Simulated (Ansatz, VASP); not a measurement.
Two plane-wave programs on BN

INCAR

```
SYSTEM = BN
ALGO = Normal
EDIFF = 1E-7
ENCUT = 520
GGA = PE
ISIF = 2
ISMEAR = 0
IVDW = 12
LASPH = .True.
LCHARG = .False.
LREAL = .False.
LWAVE = .False.
NBANDS = 16
NELM = 100
PREC = Accurate
SIGMA = 0.02
```

The input KPOINTS:

```
k-points
0
Gamma
  12 12 4
  0 0 0
```

Contents of POSCAR:

```
BN
1.0
    2.5064254127      0.0000000000      0.0000000000
   -1.2532127064      2.1706280801      0.0000000000
    0.0000000000      0.0000000000      6.6141238871
B N
2 2
Direct
    0.3333333333      0.6666666667      0.2500000000
    0.6666666667      0.3333333333      0.7500000000
    0.3333333333      0.6666666667      0.7500000000
    0.6666666667      0.3333333333      0.2500000000
```

Input for Ansatz:

```yaml
crystal:
  lattice:
    - [2.5064254169, 0.0, 0.0]
    - [-1.2532127085, 2.1706280837, 0.0]
    - [0.0, 0.0, 6.6141240277]
  atoms:
    - { symbol: B, position: [0.3333333333, 0.6666666667, 0.25] }
    - { symbol: B, position: [0.6666666667, 0.3333333333, 0.75] }
    - { symbol: "N", position: [0.3333333333, 0.6666666667, 0.75] }
    - { symbol: "N", position: [0.6666666667, 0.3333333333, 0.25] }
basis:
  ecutwfc: 420
kpoints:
  mp_grid: { grid: [12, 12, 4] }
  band_path:
    path:
      - [[0.0, 0.0, 0.0], [0.5, 0.0, 0.0], [0.33333333, 0.33333333, 0.0], [0.0, 0.0, 0.0], [0.0, 0.0, 0.5], [0.5, 0.0, 0.5], [0.33333333, 0.33333333, 0.5], [0.0, 0.0, 0.5]]
      - [[0.5, 0.0, 0.5], [0.5, 0.0, 0.0]]
      - [[0.33333333, 0.33333333, 0.5], [0.33333333, 0.33333333, 0.0]]
    npoints: 14
hamiltonian:
  xc: pbe
  dispersion: d3bj
scf:
  occupations: { method: gaussian, width: 0.02 }
  n_extra_bands: 10
output:
  forces: true
  stress: true
  eigenvalues: true
  populations: true
  dos: { projected: true, de: 0.02, nscf_kmesh: { grid: [18, 18, 6] } }
  bader: true
  write_density: true
  write_potential: true
  elf: true
  volumetric_format: npy
```

Alike in both runs: task single point; functional PBE; dispersion D3(BJ); k mesh 12 × 12 × 4; occupations gaussian, width 0.02 eV; no spin polarisation.

|  | VASP | Ansatz |
| --- | --- | --- |
| version | VASP 6.6.1 | Ansatz 0.2.0 |
| potentials or method | VASP PAW PBE potentials, release 64 (B, N) | scalar-relativistic, plane waves, PAW |
| plane-wave cutoff (eV) | 520 | 420 |
| valence electrons in the cell | 16 | 16 |

```tsv
	VASP	Ansatz	Ansatz less VASP
gap on the k mesh at the Fermi level (eV)	4.27	4.27	+0.007
least direct gap on the mesh (eV)	4.63	4.64	+0.003
pressure (GPa)	0.1	0.0	-0.07
largest component of the traceless stress (GPa)	0.21	0.00	-0.208
dispersion energy (meV/atom)	-141.6	-141.6	-0.02
```

The functional is the same, so the differences come from potentials, cutoffs and numerics.

A k mesh can miss the band edges. Expect the measured gap to be larger: semilocal functionals such as PBE lack the derivative discontinuity.
